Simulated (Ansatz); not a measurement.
The parent structure is ZnGeP2 in the chalcopyrite structure (space group I-42d, No. 122; a = 5.500 Å, c = 10.844 Å).

(Cell as relaxed with PBE.)

Levels (all Ansatz, a program for electronic structure, PAW): PBE (420 eV, no spin-orbit coupling); PBEsol (420 eV, without spin-orbit coupling).

Each level relaxes its own structure.

```tsv
base	PBE	PBEsol
volume per atom	20.50 Å³	19.69 Å³
lattice parameter a	5.500 Å	5.424 Å
band gap	1.14 eV	1.07 eV
```

The change: electrons 3.0×10^21 cm⁻³, on a uniform background at fixed cell.

```tsv
quantity	PBE	PBEsol
gap between the host's bands	1.07 eV	…
shift of the gap caused by the change	-0.07 eV	…
Fermi level relative to the doped band's edge (positive inside the band; to 0.05 eV)	+0.40 eV	…
```

Task: Predict the PBEsol column.

Result: 
- gap between the host's bands, PBEsol: 1.00 eV
- shift of the gap caused by the change, PBEsol: -0.06 eV
- Fermi level relative to the doped band's edge (positive inside the band; to 0.05 eV), PBEsol: +0.40 eV

PBE's gap between the host's bands lies 0.065 eV above PBEsol's; the two agree on the Fermi level from band edge. Neither level is exact; PBEsol is the comparison here, not a measurement.

Charged cell with a jellium background: band edges are those of the host's band count, energies are not comparable with the neutral cell, and many-body gap narrowing is missing. Whether these cells are dynamically stable was not tested.
